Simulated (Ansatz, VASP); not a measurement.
# Cross-check of HfO2 (1T-HfO2, 1 layer) between VASP and Ansatz, part 2 of 2

Wanted: the spread between two codes on one cell, functional and k mesh. Of the first pair: The structure shown is the start of the Ansatz relaxation below; VASP solves that cell, so the two are compared at the walk's first step.

VASP 6.6.1 and Ansatz 0.2.0.

So far: Set-up; Ansatz: relaxation, PBE; VASP: single point, PBE, start cell, pair 1.

## Step 4: Differences

Known differences besides the potentials themselves: the data sets hold 38 valence electrons in Ansatz (on its default PAW (the set named soft_2) files) and 22 in VASP; the cutoff is 420 eV in Ansatz and 520 eV in VASP. Total energies have different zeros and are not compared.

Forces (eV/Å; atoms numbered as in POSCAR):

```csv
atom,"Ansatz x, y, z","VASP x, y, z"
O1,"0.000, 0.000, 4.042","0.000, 0.000, 4.189"
O2,"0.000, 0.000, -4.042","0.000, 0.000, -4.189"
Hf3,"0.000, 0.000, 0.000","0.000, 0.000, 0.000"
```

The forces differ by 70 meV/Å r.m.s., which is 3.5 % of the r.m.s. force of 1.975 eV/Å (both taken over all components). With vacuum in the cell, a pressure given here is an average over mostly empty space and none of the material.

## Step 5: What the set-up changes

Further runs change the set-up of one program: Ansatz's method, potentials or start, or VASP's data sets, cutoff or form of LDA. The table gives that difference for each run.

```csv
run,r.m.s. force difference (meV/Å)
as above,70
VASP with the data sets O and Hf_sv,49
```

## Step 6: Ansatz: relaxation, PBE

This run makes the geometry at which the two programs are then compared.

The structure compared here is the end of the Ansatz relaxation.

input.yaml

```yaml
crystal:
  lattice:
    - [3.24, 0.0, 0.0]
    - [-1.62, 2.8059223083, 0.0]
    - [0.0, 0.0, 17.5185908759]
  atoms:
    - { symbol: O, position: [0.6666666667, 0.3333333333, 0.428116625] }
    - { symbol: Hf, position: [0.0, 0.0, 0.5] }
    - { symbol: O, position: [0.3333333333, 0.6666666667, 0.571883375] }
kpoints:
  mp_grid: { grid: [12, 12, 1] }
hamiltonian:
  xc: pbe
scf:
  occupations: { method: fermi_dirac, width: 0.05 }
  convergence: { dr2_threshold: 1.0e-08 }
efield:
  axis: 3
  dipole_correction: true
  ramp_position: 0.97
  ramp_width: 0.04
relax:
  f_tol: 0.01
  cell: { fix: [c, alpha, beta] }
output:
  write_potential: true
  write_density: true
  volumetric_format: npy
```

Run with:

```sh
$ ansatz run input.yaml --threads 2 --pin off --max-ram 4096MiB --backend cpu --events-out ev --progress --plain --runs-dir out
```

Numbers of over 12 decimals in the logs are rounded to 6 here.

The program printed:

```text
[...]
Crystal: 3 atoms, lattice volume = 159.265 Å³
Basis set: ecut = 420 eV, 3179 PW (Γ), exchange–correlation on 48×48×240 points (8 copies of the dense FFT grid, shifted against one another)
[...]
cell:  # Å, volume = 160.3970 Å³
    - [3.251496, 4.254303918021581e-19, 0]
    - [-1.625748, 2.815878, 0]
    - [0, 0, 17.5185908759]
  atoms:
    - { symbol: O, position: [0.666667, 0.333333, 0.444623] }
    - { symbol: Hf, position: [0, 0, 0.500000] }
    - { symbol: O, position: [0.333333, 0.666667, 0.555377] }
[key lines of the parts left out:]
SCF converged after 5 iterations
Free energy (F): -16860.995495 eV
Fermi energy:    -0.741503 eV
Dipole field:    D = -0.000012 V/Å  (p = -0.000011 e·Å, saw-weighted, corrected)
Work function:   Φ+ = 5.4033 eV   Φ− = 5.4031 eV
P = ⅓ Tr σ = 0.0113 GPa (0.113 kbar)
```

## Step 7: VASP: single point, PBE, relaxed cell, pair 2

The same cell, functional, mesh and smearing now go to VASP, with its own data sets.

INCAR

```
SYSTEM = HfO2
PREC = Accurate
ENCUT = 600
EDIFF = 1E-06
NELM = 120
ISMEAR = -1
SIGMA = 0.05
LREAL = .FALSE.
ALGO = Normal
GGA = PE
NBANDS = 17
LASPH = .TRUE.
LORBIT = 11
LWAVE = .FALSE.
LCHARG = .FALSE.
ISIF = 2
LDIPOL = .TRUE.
IDIPOL = 3
DIPOL = 0.5 0.5 0.5
LVHAR = .TRUE.
GGA_COMPAT = .FALSE.
EFERMI = MIDGAP
NELMDL = -8
```

POSCAR

```
HfO2
1.0
    3.2514958089      0.0000000000      0.0000000000
   -1.6257479045      2.8158779708      0.0000000000
    0.0000000000      0.0000000000     17.5185908759
O Hf
2 1
Direct
    0.6666666667      0.3333333333      0.4446230760
    0.3333333333      0.6666666667      0.5553769240
    0.0000000000      0.0000000000      0.5000000000
```

KPOINTS

```
Automatic mesh
0
Gamma
12 12 1
0 0 0
```

PAW data sets: O and Hf_pv (PBE family, release 64).

Run with:

```sh
$ mpirun -np 1 vasp_std
```

The program printed:

```text
[... set-up lines as in an earlier step ...]
 entering main loop
       N       E                     dE             d eps       ncg     rms          rms(c)
DAV:   1     0.137426582905E+03    0.13743E+03   -0.11811E+04   790   0.115E+03
DAV:   2    -0.194222220985E+02   -0.15685E+03   -0.15062E+03   823   0.251E+02
DAV:   3    -0.351579408315E+02   -0.15736E+02   -0.15692E+02   771   0.778E+01
DAV:   4    -0.354169225499E+02   -0.25898E+00   -0.25840E+00   937   0.110E+01
[...]
DAV:  22    -0.298395720381E+02   -0.13375E-04   -0.29485E-07   766   0.255E-03    0.735E-04
DAV:  23    -0.298395825426E+02   -0.10504E-04   -0.42625E-07   642   0.220E-03    0.388E-04
DAV:  24    -0.298395835032E+02   -0.96061E-06   -0.41993E-08   777   0.863E-04
   1 F= -.29839584E+02 E0= -.29839584E+02  d E =-.191686E-21
```

OUTCAR, selected parts (step 7):

```text
  Total       -0.7941406     -0.7941406     -0.4787800      0.0000000      0.0000000     -0.0000000
  in kB       -7.9325315     -7.9325315     -4.7824494      0.0000000      0.0000000     -0.0000000
  external PRESSURE =      -6.8825041 kB  Pullay stress =       0.0000000 kB

 POSITION                                       TOTAL-FORCE (eV/Angst)
 -----------------------------------------------------------------------------------
      1.62575      0.93863      7.78917         0.000000     -0.000000      0.202092
     -0.00000      1.87725      9.72942        -0.000000      0.000000     -0.202092
      0.00000      0.00000      8.75930         0.000000      0.000000      0.000000
 -----------------------------------------------------------------------------------
    total drift:                                0.000000      0.000000     -0.000000

  FREE ENERGIE OF THE ION-ELECTRON SYSTEM (eV)
  ---------------------------------------------------
  free  energy   TOTEN  =       -29.8395835032 eV

  energy  without entropy=      -29.8395835032  energy(sigma->0) =      -29.83958350

[... 1 part as in an earlier step ...]

[... 2 further parts left out ...]
[key lines of the parts left out:]
E-fermi :  -3.1847
```

## Step 8: Comparison

What differs besides the data sets and the points named for the pairs above, as far as they apply: the data sets hold 38 valence electrons in Ansatz (on its default PAW (the set named soft_2) files) and 22 in VASP; the cutoff is 420 eV in Ansatz and 600 eV in VASP; Ansatz's pressure holds a Pulay correction, VASP's none. Total energies have different zeros and are not compared.

The two programs side by side:

```csv
quantity,Ansatz,VASP,difference
pressure (GPa),0.01,-0.69,+0.70
gap on the k mesh (eV),4.833,4.840,-0.007
```

Forces (eV/Å; atoms numbered as in POSCAR):

```csv
atom,"Ansatz x, y, z","VASP x, y, z"
O1,"0.000, 0.000, 0.002","0.000, 0.000, 0.202"
O2,"0.000, 0.000, -0.002","0.000, 0.000, -0.202"
Hf3,"0.000, 0.000, 0.000","0.000, 0.000, 0.000"
```

The forces differ by 94 meV/Å r.m.s., where the r.m.s. force is 0.001 eV/Å in Ansatz and 0.095 eV/Å in VASP: the atoms lie near their places of rest in Ansatz, so a percentage would say little (all taken over all components). A gap on the mesh is an upper bound, since the band edges may lie between its points; neither run holds spin-orbit coupling, which can move the band edges of a compound of Hf. With vacuum in the cell, a pressure given here is an average over mostly empty space and none of the material.

## Step 9: Outcome

```yaml
r_m_s_force_difference_single_point_pbe_start_cell_pair_1: 3.5 % of the r.m.s. force
r_m_s_force_difference_single_point_pbe_relaxed_cell_pair_2: 94 meV/Å
difference_in_pressure_single_point_pbe_relaxed_cell_pair_2: 0.70 GPa
```

The r.m.s. force difference is 94 meV/Å (single point, PBE, relaxed cell, pair 2), beyond the 12 meV/Å picked in this series as the mark of a large difference. The data sets hold unlike numbers of valence electrons (38 in Ansatz and 22 in VASP), so part of the differences comes from the potentials. Single point, PBE, start cell, pair 1, VASP with the data sets O and Hf_sv: r.m.s. force difference goes from 70 to 49 meV/Å. What causes the difference of the single point, PBE, relaxed cell, pair 2 pair stays open here. How closely two codes agree says nothing of how well the functional describes the real material.

[Lines on the potential files, build, host, timing and source positions are cut from VASP's logs without a mark.]

[Logs are printed without paths, hosts, clocks, repeated set-up lines and the standing remarks that a program may print on its own settings, such as how far it seeks lower states.]

[Hosts, paths, dates, database ids (printed as entryN), source tags and the programs' standing remarks are cut or masked in the printed files.]
